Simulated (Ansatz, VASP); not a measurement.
**Sr: VASP beside Ansatz**

```
Sr
1.0
    -0.03042    3.04235    3.04235
     3.04235   -0.03042    3.04235
     3.01193    3.01193    0.00000
Sr
1
Direct
  0.00000 0.00000 0.00000
```

Change from the starting cell: strain -0.0200 x Voigt [0, 0, 0, 0, 0, 1], atoms carried along.

Alike in both runs: task single point; functional PBEsol; k mesh 10 × 10 × 10; occupations gaussian, width 0.03 eV; no spin polarisation.

|  | VASP | Ansatz |
| --- | --- | --- |
| version | VASP 6.6.1 | Ansatz 0.2.0 |
| potentials or method | VASP PAW PBE potentials, release 64 (Sr_sv) | scalar-relativistic, plane waves, PAW |
| plane-wave cutoff (eV) | 520 | 420 |
| valence electrons in the cell | 10 | 10 |

Ansatz gave:

* gap on the k mesh at the Fermi level (eV): none
* pressure (GPa): -0.9
* largest component of the traceless stress (GPa): 0.08

Task: Estimate VASP's values.

Result: gap on the k mesh at the Fermi level (eV): none; pressure (GPa): -0.9; largest component of the traceless stress (GPa): 0.09.

A gap of «none» marks a metal or a gap that the smearing closes.

Caveats: the PAW data sets were made with another functional, which shifts forces and pressure a little (VASP).
